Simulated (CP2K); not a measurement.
# Ca under changes of volume

One of the cells (42.718 Å³/atom); the others are scaled copies at fixed shape and fractional positions:

```
Ca
1.0
     3.81429    0.00000    0.00000
    -1.28541    3.59117    0.00000
    -1.26444   -1.79558    3.11863
Ca
1
Direct
  0.50000 0.50000 0.00000
```

This isn't the form of Ca at room conditions, which is fcc.

| Property | Result |
| --- | --- |
| Program | CP2K 2026.2 |
| Functional | PBE |
| Potentials or basis | POTENTIAL_UZH Ca GTH-PBE-q10; TZVP-MOLOPT-PBE-GTH basis |
| Density cutoff | 6123 eV |
| k mesh | 9 × 9 × 9 |
| Occupations | fermi-dirac, width 0.05 eV |
| Spin | no spin polarisation |

```csv
volume (Å³/atom),energy over the lowest point (meV/atom),pressure (GPa)
40.155,?,?
41.009,4.36,0.8
41.864,1.12,0.4
42.718,0.00,0.0
43.573,0.82,-0.3
44.427,3.43,-0.7
45.281,7.68,-1.0
```

What does the run at 40.155 Å³/atom give?

Energy over the lowest point 9.87 meV/atom; pressure 1.2 GPa.

Worked out: A Birch-Murnaghan fit of order 3 (a polynomial in V^(-2/3)) to the other rows has its minimum at 42.77 Å³/atom with B0 = V·E''(V) = 18.1 GPa and B' = 3.2 at fixed shape and positions, which overstates the stiffness. It gives 9.89 meV/atom at 40.155 Å³/atom, against the run's 9.87, and -dE/dV = 1.3 GPa, against 1.2.

Energies are extrapolated to zero smearing.

Caveats: the basis of atomic orbitals isn't converged, which shifts pressures, moduli and gaps.
